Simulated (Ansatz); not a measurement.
Runs of Ansatz 0.2.0 on Sn. The typed cell holds 1 atom: a = 3.234 Å, b = 3.520 Å, c = 3.421 Å, α = 119.67°, β = 114.67°, γ = 94.75°. This isn't the form of Sn at room conditions, which is tetragonal (white tin).

| task | level | cell | points for each segment of the path | gap on the mesh (eV) | pressure (GPa) | relaxed volume (Å³/atom) |
| --- | --- | --- | --- | --- | --- | --- |
| band structure | HSEsol | cell sheared at random, sigma 0.06, atoms nudged by 0.01 Å | 4 | none | -4.2 | - |
| relaxation of cell and atoms | PBEsol0 | relaxed from: cell sheared at random, sigma 0.06, atoms nudged by 0.01 Å | - | none | 0.0 | (b) |
| single point | PBE0 | cell sheared at random, sigma 0.06, atoms nudged by 0.01 Å | - | none | -2.7 | - |
| relaxation of cell and atoms | PBE0 | relaxed from: cell sheared at random, sigma 0.06, atoms nudged by 0.01 Å | - | none | 0.0 | (a) |
| single point | B3LYP | cell sheared at random, sigma 0.06, atoms nudged by 0.01 Å | - | none | 1.0 | - |

Alike in all rows: potentials or basis Ansatz PAW; no spin polarisation; k mesh 5 × 5 × 5; cutoff (eV) 420; smearing fermi-dirac 0.05 eV; the mesh is coarse, so values aren't converged.

Q: Estimate the missing entries.

A: (a) 26.99; (b) 26.14.

Caveats: all runs use coarse meshes; the PAW data sets come from PBE, with cores solved anew for the run's functional, which leaves a small shift of forces and pressure; the thresholds are loose for stress (some runs); the plane-wave basis is chosen anew once the cell has moved, so the energies of steps on either side of that aren't comparable (some runs); spin-orbit coupling is left out, which moves the levels of the heavy elements (some runs).

A k mesh can miss the band edges, and the runs leave out spin-orbit coupling on Sn.

A gap of «none» marks a metal or a gap under the smearing width.
